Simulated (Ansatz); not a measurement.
In doubt: masses and optical values from hybrid runs of this build are listed as unsure, which bears on the screening that GW takes from such a start.

Rows from a G0W0 calculation on Te2Mo (layers cut from the bulk crystal) (Ansatz 0.2.0; G0W0 on HSE06, plane waves, PAW; 9×9×1 mesh, 330 empty bands, screening to 60 eV), in eV. Spin-orbit coupling is left out.

```
row                      k  band   start       Σx  Σc at the solution      Vxc
  A  (0.111, 0.222, 0.000)    c1  -3.364  -12.687              -3.213  -16.383
  B  (0.111, 0.222, 0.000)    c2  -2.589  -13.865              -3.642  -18.005
  C  (0.333, 0.333, 0.000)    v1  -5.138  -18.016               0.384  -17.890
  D  (0.333, 0.333, 0.000)    c1  -3.340  -15.121              -3.511  -19.207
  E  (0.333, 0.333, 0.000)    c2  -2.848  -12.594              -3.435  -16.543
  F  (0.111, 0.222, 0.000)    v1  -5.809  -18.760               1.018  -18.053
```

**Question.** Give the quasiparticle energies and the shift of each level.

The quasiparticle equation reads E = start + Σx + Σc(E) − Vxc.

```
row  E (eV)  shift (eV)
  A  -2.881      +0.483
  B  -2.091      +0.498
  C  -4.879      +0.258
  D  -2.765      +0.575
  E  -2.333      +0.514
  F  -5.497      +0.312
```

The gap over the computed points goes from 1.77 eV to 2.00 eV.

Limits: not at the basis limit; coarse mesh for a sheet; no spin-orbit coupling.

[Paths, hosts, dates, memory and timing lines, banners, echoed tables and standing remarks are left out of the program output.]

[Logs are printed without paths, hosts, clocks, repeated set-up lines and the standing remarks that a program may print on its own settings, such as how far it seeks lower states.]

[Runs of the session that timed out or met a known fault of the program may be left out.]

[Cells called generated may have been cut or substituted from an entry of the Crystallography Open Database or the Materials Project.]

[Hosts, paths, dates, database ids (printed as entryN), source tags and the programs' standing remarks are cut or masked in the printed files.]
